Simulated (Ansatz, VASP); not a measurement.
## SrTiO3: VASP beside Ansatz

File INCAR:

```
PREC     = Accurate       # precision mode
ENCUT    = 520            # plane-wave cutoff, eV
EDIFF    = 1E-6           # SCF threshold, eV
ISMEAR   = 0              # smearing method
SIGMA    = 0.05           # smearing width, eV
LREAL    = F              # projectors in reciprocal space
LASPH    = T              # aspherical terms in the spheres
NELM     = 100            # most SCF steps
ALGO     = Normal         # electronic algorithm
ISIF     = 2              # what is computed and relaxed
LWAVE    = F              # write WAVECAR
LCHARG   = F              # write CHGCAR
GGA      = PS             # functional
NBANDS   = 28             # bands
```

File KPOINTS:

```
Automatic mesh
0
Gamma
  8 8 8
```

The input POSCAR:

```
SrTiO3
1.0
    3.8913815400      0.0000000000      0.0000000000
    0.0000000000      3.8913815400      0.0000000000
    0.0000000000      0.0000000000      3.8913815400
Sr Ti O
1 1 3
Direct
   -0.0517564256      0.0000000000      0.0000000000
    0.5812916187      0.5000000000      0.5000000000
    0.0082452871      0.5000000000      0.5000000000
    0.5159946167      0.0000000000      0.5000000000
    0.5159946167      0.5000000000      0.0000000000
```

Input for Ansatz:

```yaml
crystal:
  lattice:
    - [3.89138154, 0.0, 0.0]
    - [0.0, 3.89138154, 0.0]
    - [0.0, 0.0, 3.89138154]
  atoms:
    - { symbol: Sr, position: [-0.0517564256, 0.0, 0.0] }
    - { symbol: Ti, position: [0.5812916187, 0.5, 0.5] }
    - { symbol: O, position: [0.0082452871, 0.5, 0.5] }
    - { symbol: O, position: [0.5159946167, 0.0, 0.5] }
    - { symbol: O, position: [0.5159946167, 0.5, 0.0] }
basis:
  ecutwfc: 520.0
kpoints:
  mp_grid: { grid: [8, 8, 8] }
hamiltonian:
  xc: pbesol
  pseudopotentials: { kind: paw, azcp: { folder: soft_1 } }
scf:
  occupations: { method: gaussian, width: 0.05 }
output:
  forces: true
  stress: true
  eigenvalues: true
```

Change from the starting cell: mode 1 frozen in at -0.031 Å and mode 7 at +0.299 Å (largest displacements).

Alike in both runs: task single point; functional PBEsol; k mesh 8 × 8 × 8; occupations gaussian, width 0.05 eV; no spin polarisation.

```csv
,VASP,Ansatz
version,VASP 6.6.1,Ansatz 0.2.0
potentials or method,"VASP PAW PBE potentials, release 64 (Sr_sv, Ti_sv, O)","scalar-relativistic, plane waves, PAW"
plane-wave cutoff (eV),520,520
valence electrons in the cell,40,40
```

```tsv
	VASP	Ansatz	Ansatz less VASP
gap on the k mesh at the Fermi level (eV)	1.88	1.92	+0.042
least direct gap on the mesh (eV)	2.51	2.54	+0.027
pressure (GPa)	10.1	9.3	-0.82
largest component of the traceless stress (GPa)	9.47	9.07	-0.398
rms of the force components (eV/Å)	1.700	1.623	-0.0772
```

Atom by atom the forces differ by 0.080 eV/Å (rms over components). Ansatz warned: «pseudo_functional_mismatch».

Caveats: the PAW data sets were made with another functional, which shifts forces and pressure a little (VASP). A k mesh can miss the band edges.
